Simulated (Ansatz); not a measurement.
The system is MnS.

```xyz
2
Lattice="0.0000 2.4735 2.4735 2.4735 0.0000 2.4735 2.4735 2.4735 0.0000" Properties=species:S:1:pos:R:3 pbc="T T T"
Mn    0.0000    0.0000    0.0000
S     3.7102    3.7102    3.7102
```

The cell is a database's computed one.

* Program: Ansatz 0.2.0
* Task: relaxation of cell and atoms
* Functional: PBEsol
* Dispersion: D4
* Potentials or basis: all-electron LAPW, scalar-relativistic
* Basis error allowed: 0.001 eV/atom
* k mesh: 9 × 9 × 9
* Occupations: fermi-dirac, width 0.05 eV
* Spin: collinear spin, ferromagnetic start
* Starting moments: [4.0, 0.0] μB

At the start: volume 15.13 Å³/atom.

Problem. How do energy, volume and symmetry change on relaxing?

Solution. Over 5 steps the energy falls by 10.7 meV/atom and the volume is 14.55 Å³/atom (-3.8 %); space group F-43m (No. 216, to 0.05 Å); moment 0.19 μB per cell.

Step by step:
| step | energy change (eV) | largest force (eV/Å) | volume (Å³) |
| --- | --- | --- | --- |
| 1 | 0.0000 | 0.0000 | 30.27 |
| 2 | -0.0187 | 0.0000 | 29.51 |
| 3 | -0.0214 | 0.0000 | 29.07 |
| 4 | -0.0215 | 0.0000 | 29.10 |
| 5 | -0.0215 | 0.0000 | 29.10 |

Final structure:
```
CELL_PARAMETERS angstrom
0.00000 2.44133 2.44133
2.44133 0.00000 2.44133
2.44133 2.44133 0.00000
ATOMIC_POSITIONS crystal
Mn 0.00000 0.00000 0.00000
S 0.75000 0.75000 0.75000
```

Caveat: the moment fell far below its start of 4 μB, so a state of higher moment may lie lower in energy; the starting moments weren't kept.
